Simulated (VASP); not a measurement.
## A VASP 6.6.1 relaxation on KCl

INCAR

```
LWAVE = .FALSE.
PREC = Accurate
NELM = 74
LREAL = .FALSE.
LASPH = .TRUE.
GGA = PS
LCHARG = .FALSE.
NBANDS = 15
EDIFF = 1E-7
IBRION = 2
ISMEAR = -1
ENCUT = 600
SIGMA = 0.02
ISIF = 3
NSW = 40
NELMIN = 8
EDIFFG = -5E-3
```

KPOINTS

```
KPOINTS created by Atomic Simulation Environment
0
Gamma
2 2 2
0 0 0
```

POSCAR

```
K  Cl
 1.0000000000000000
    -0.0000000000000000    3.1891679892388356    3.1891679892388356
     3.1891679892388356   -0.0000000000000000    3.1891679892388356
     3.1891679892388356    3.1891679892388356   -0.0000000000000000
 K   Cl
   1   1
Cartesian
 -0.0000000000000000 -0.0000000000000000  0.0000000000000000
  3.1891679892388356  3.1891679892388356  3.1891679892388356
```

The recommended PBE PAW datasets give the neutral cell 16 valence electrons.

Command

```
mpirun -np 1 vasp_std
```

OSZICAR

```
N       E                     dE             d eps       ncg     rms          rms(c)
DAV:   1     0.111933239723E+03    0.11193E+03   -0.72097E+03    90   0.103E+03
DAV:   2     0.639004184072E-01   -0.11187E+03   -0.10294E+03   125   0.257E+02
DAV:   3    -0.702933253406E+01   -0.70932E+01   -0.70668E+01   118   0.557E+01
DAV:   4    -0.722417741133E+01   -0.19484E+00   -0.19479E+00   150   0.897E+00
DAV:   5    -0.722545585384E+01   -0.12784E-02   -0.12784E-02   118   0.790E-01    0.304E+00
DAV:   6    -0.694545301697E+01    0.28000E+00   -0.44016E-01    90   0.321E+00    0.248E+00
DAV:   7    -0.692776376825E+01    0.17689E-01   -0.11354E-01   118   0.180E+00    0.150E+00
DAV:   8    -0.694059048519E+01   -0.12827E-01   -0.18918E-02   113   0.993E-01    0.246E-01
DAV:   9    -0.694102091285E+01   -0.43043E-03   -0.10623E-03   111   0.190E-01    0.104E-01
DAV:  10    -0.694179412240E+01   -0.77321E-03   -0.68775E-04    90   0.167E-01    0.149E-02
...
DAV:   1    -0.697933615517E+01   -0.34603E-01   -0.69911E-01   118   0.697E+00    0.118E+00
DAV:   2    -0.695155753196E+01    0.27779E-01   -0.63423E-02   112   0.194E+00    0.431E-01
DAV:   3    -0.694567610912E+01    0.58814E-02   -0.16616E-02   158   0.926E-01    0.326E-01
DAV:   4    -0.694577043421E+01   -0.94325E-04   -0.64198E-04   157   0.139E-01    0.159E-01
DAV:   5    -0.694588363763E+01   -0.11320E-03   -0.60198E-04   150   0.979E-02    0.285E-02
DAV:   6    -0.694587754051E+01    0.60971E-05   -0.18046E-05   121   0.358E-02    0.137E-02
DAV:   7    -0.694588101900E+01   -0.34785E-05   -0.41196E-06   149   0.118E-02    0.243E-03
DAV:   8    -0.694588142149E+01   -0.40249E-06   -0.34300E-07   133   0.386E-03    0.613E-04
DAV:   9    -0.694588139681E+01    0.24679E-07   -0.48331E-08    81   0.126E-03
   3 F= -.69458814E+01 E0= -.69458814E+01  d E =-.406263E-02
```

From OUTCAR

```
k-points           NKPTS =      3   k-points in BZ     NKDIM =      3   number of bands    NBANDS=     15

   NELECT =      16.0000    total number of electrons

   dimension x,y,z NGX =    36 NGY =   36 NGZ =   36
   dimension x,y,z NGXF=    72 NGYF=   72 NGZF=   72

  energy-cutoff  :      600.00
  volume of cell :       62.69
      direct lattice vectors                 reciprocal lattice vectors
    -0.000000000  3.152911946  3.152911946    -0.158583560  0.158583560  0.158583560
     3.152911946  0.000000000  3.152911946     0.158583560 -0.158583560  0.158583560
     3.152911946  3.152911946  0.000000000     0.158583560  0.158583560 -0.158583560

 k-points in reciprocal lattice and weights: KPOINTS created by Atomic Simulation Env
   0.00000000  0.00000000  0.00000000       0.125
   0.50000000  0.00000000  0.00000000       0.500
   0.50000000  0.50000000  0.00000000       0.375

 E-fermi :  -1.3159

 k-point     1 :       0.0000    0.0000    0.0000
  band No.  band energies     occupation
      1     -29.0097      2.00000
      2     -13.9294      2.00000
      3     -12.5349      2.00000
      4     -12.5349      2.00000
      5     -12.5349      2.00000
      6      -1.8577      2.00000
      7      -1.8577      2.00000
      8      -1.8577      2.00000
      9       3.1179      0.00000
     10       6.3793      0.00000
     11       6.3793      0.00000
     12       6.3793      0.00000
     13       7.2521      0.00000
     14       7.2521      0.00000
     15      10.8692      0.00000

 k-point     2 :       0.5000    0.0000    0.0000
  band No.  band energies     occupation
      1     -28.9991      2.00000
      2     -14.1253      2.00000
      3     -12.5444      2.00000
      4     -12.5444      2.00000
      5     -12.2824      2.00000
      6      -2.9413      2.00000
      7      -2.1896      2.00000
      8      -2.1896      2.00000
      9       5.5265      0.00000
     10       6.5818      0.00000
     11       8.5361      0.00000
     12       8.5361      0.00000
     13       9.3836      0.00000
     14       9.3836      0.00000
     15      10.0527      0.00000

 k-point     3 :       0.5000    0.5000    0.0000
  band No.  band energies     occupation
      1     -28.9960      2.00000
      2     -13.8269      2.00000
      3     -12.6779      2.00000
      4     -12.5910      2.00000
      5     -12.5910      2.00000
      6      -2.5361      2.00000
      7      -2.0879      2.00000
      8      -2.0879      2.00000
      9       4.5109      0.00000
     10       6.2956      0.00000
     11       8.0053      0.00000
     12       8.2468      0.00000
     13       8.6173      0.00000
     14       9.7224      0.00000
     15       9.7224      0.00000

  Total       -0.0050227     -0.0050227     -0.0050227      0.0000000      0.0000000     -0.0000000
  in kB       -0.1283759     -0.1283759     -0.1283759      0.0000000      0.0000000     -0.0000000
  external PRESSURE =      -0.1283759 kB  Pullay stress =       0.0000000 kB

 POSITION                                       TOTAL-FORCE (eV/Angst)
 -----------------------------------------------------------------------------------
      0.00000      0.00000      0.00000         0.000000      0.000000     -0.000000
      3.15291      3.15291      3.15291        -0.000000     -0.000000      0.000000
 -----------------------------------------------------------------------------------
    total drift:                                0.000000      0.000000      0.000000

  FREE ENERGIE OF THE ION-ELECTRON SYSTEM (eV)
  ---------------------------------------------------
  free  energy   TOTEN  =        -6.9458813968 eV

  energy  without entropy=       -6.9458813968  energy(sigma->0) =       -6.94588140
```

| ionic step | ΔE (meV/atom) | volume (Å³) | largest force (eV/Å) | pressure (GPa) | electronic steps |
| --- | --- | --- | --- | --- | --- |
| 1 | 0.0 | 64.87 | 0.000 | -0.56 | 15 |
| 2 | -1.5 | 63.81 | 0.000 | -0.31 | 11 |
| 3 | -2.0 | 62.69 | 0.000 | -0.01 | 9 |

It converged. Results: relaxed cell vector lengths 4.459, 4.459, 4.459 Å; relaxed cell volume 62.69 Å³.

These settings aren't sound, so the numbers aren't properties of the crystal.

On sound settings the PBEsol relaxation ends at 61.11 Å³.

The run took about 19 s on one core of a shared host (Intel Xeon Platinum 8488C) and held 0.2 GiB at most.
